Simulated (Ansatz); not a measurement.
# Sb: strain and displacement

```yaml
crystal:
  lattice:
    - [-1.50500, 1.50500, 2.48000]
    - [1.50500, -1.50500, 2.48000]
    - [1.50500, 1.50500, -2.48000]
  atoms:
    - { symbol: Sb, position: [0.00000, 0.00000, 0.00000] }
```

The geometry is COD entry 9013010, unchecked; take it as a test cell.

Spin–orbit coupling is left out, though it moves levels of the heavy atoms by tenths of an eV or more.

These are results of DFT, PBE, all-electron LAPW, scalar-relativistic in Ansatz 0.2.0, not measurements.

Numerical set-up: a Γ-centred 19×19×19 k mesh, Fermi–Dirac smearing of 0.05 eV, basis error target 0.25 meV/atom, no spin polarisation.

The unchanged cell is at 19.25 GPa.

In a metal, stresses and small energies carry noise from the k mesh.

x, y and z are the Cartesian axes of the cell as listed; fractional coordinates follow a strain, and an engineering shear is twice the off-diagonal strain component.

With this change (equal xy, yz and zx engineering shear strains of -2 %), what becomes of the energy and stress?

Energy change +1 meV/atom; stress change (xx, yy, zz, yz, xz, xy) -0.14, -0.14, 0.62, 0.17, 0.17, -0.46 GPa, compression positive.

With this change (equal xy, yz and zx engineering shear strains of +1 %), what becomes of the energy and stress?

Energy change under 1 meV/atom; stress change (xx, yy, zz, yz, xz, xy) -0.04, -0.04, 0.18, -0.04, -0.04, 0.24 GPa, compression positive.

With this change (equal xy, yz and zx engineering shear strains of +3 %), what becomes of the energy and stress?

Energy change under 1 meV/atom; stress change (xx, yy, zz, yz, xz, xy) -0.08, -0.08, 0.77, 0.19, 0.19, 1.14 GPa, compression positive.

With this change (equal xy, yz and zx engineering shear strains of -3 %), what becomes of the energy and stress?

Energy change +1 meV/atom; stress change (xx, yy, zz, yz, xz, xy) -0.15, -0.15, 0.91, 0.06, 0.06, -0.92 GPa, compression positive.

With this change (equal xy, yz and zx engineering shear strains of -1 %), what becomes of the energy and stress?

Energy change under 1 meV/atom; stress change (xx, yy, zz, yz, xz, xy) -0.08, -0.08, 0.23, 0.15, 0.15, -0.13 GPa, compression positive.

With this change (equal xy, yz and zx engineering shear strains of +2 %), what becomes of the energy and stress?

Energy change under 1 meV/atom; stress change (xx, yy, zz, yz, xz, xy) -0.11, -0.11, 0.54, 0.08, 0.08, 0.76 GPa, compression positive.
